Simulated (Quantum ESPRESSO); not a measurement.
Crystal: Ag.

```xyz
2
Lattice="2.9300 0.0000 0.0000 -1.4650 2.5375 0.0000 0.0000 0.0000 4.7900" Properties=species:S:1:pos:R:3 pbc="T T T"
Ag    1.4650    0.8458    3.5925
Ag    0.0000    1.6916    1.1975
```

This isn't the form of Ag at room conditions, which is fcc.

```yaml
Program: Quantum ESPRESSO 7.5
Task: phonons
Functional: PBEsol
Potentials_or_basis: SSSP 1.3 efficiency PBE
Cutoff: 816 eV
Density_cutoff: 3265 eV
k_mesh: 7 × 7 × 4
Occupations: cold, width 0.136 eV
Spin: no spin polarisation
Mixing_beta: 0.5
Most_SCF_iterations: 120
SCF_threshold: 4e-10 Ry
```

The cell and the atoms were relaxed first, to 16.54 Å³/atom (a = 2.861 Å, b = 2.861 Å, c = 4.666 Å, α = 90.00°, β = 90.00°, γ = 120.00°), and the response was taken there.

At Γ the optical frequencies are 62 62 173 cm⁻¹, at a pressure of 0.0 GPa.

How do the modes respond when the cell is scaled evenly, at fixed shape?

The highest mode has a Grüneisen parameter of 2.89. None of the listed modes softens on compression. Real pressure also changes the shape of this cell, most of all in layered crystals, so these aren't the shifts under hydrostatic load.

Frequencies at 99 % and 101 % of the volume (pressures 1.3 and -1.2 GPa), ions relaxed:
```csv
mode,99 % (cm⁻¹),101 % (cm⁻¹),Grüneisen parameter
4,63.9,60.8,2.51
5,63.9,60.8,2.51
6,177.9,168.0,2.89
```

Modes are matched by their order; those that don't vary smoothly over the three volumes are left out.

Caveat: the k mesh is coarse; the mesh is thin for the phonons of a metal; the potentials were made for another functional, which shifts forces and pressure.
